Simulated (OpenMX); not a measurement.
Crystal: TiCo.

```
CELL_PARAMETERS angstrom
2.98611 0.00000 0.00000
0.00000 2.98611 0.00000
0.00000 0.00000 2.98611
ATOMIC_POSITIONS crystal
Co 0.50000 0.50000 0.50000
Ti 0.00000 0.00000 0.00000
```

The cell comes from a database or a generator and needn't be the stable form of this composition.

Base run:

```yaml
Program: OpenMX 3.8.5
Functional: PBE
Potentials_or_basis: OpenMX 2013 PBE set, Co6.0H-s3p2d2f1, Ti7.0-s3p2d2f1, grid cutoff 500 Ry
k_mesh: 9 × 9 × 9
Occupations: fermi-dirac, width 0.05 eV
Spin: collinear spin, ferromagnetic start
Starting_moments: "[2.0, 1.0] μB"
```

Its results: pressure 0.7 GPa; net moment 0.84 μB per cell; site moments Co +1.02; Ti -0.18 μB.

**Question.** The run is repeated on the same cell with these changes: functional from PBE to LDA; potentials or basis from OpenMX 2013 PBE set, Co6.0H-s3p2d2f1, Ti7.0-s3p2d2f1, grid cutoff 500 Ry to OpenMX 2013 LDA set, Co6.0H-s3p2d2, Ti7.0-s3p2d2, grid cutoff 500 Ry. What comes out?

**Answer.** Pressure -12.4 GPa; net moment 0.55 μB per cell; site moments Co +0.62; Ti -0.06 μB.

Caveats: the basis of atomic orbitals isn't converged, which shifts pressures, moduli and gaps.

Not every run made on this cell is shown here.
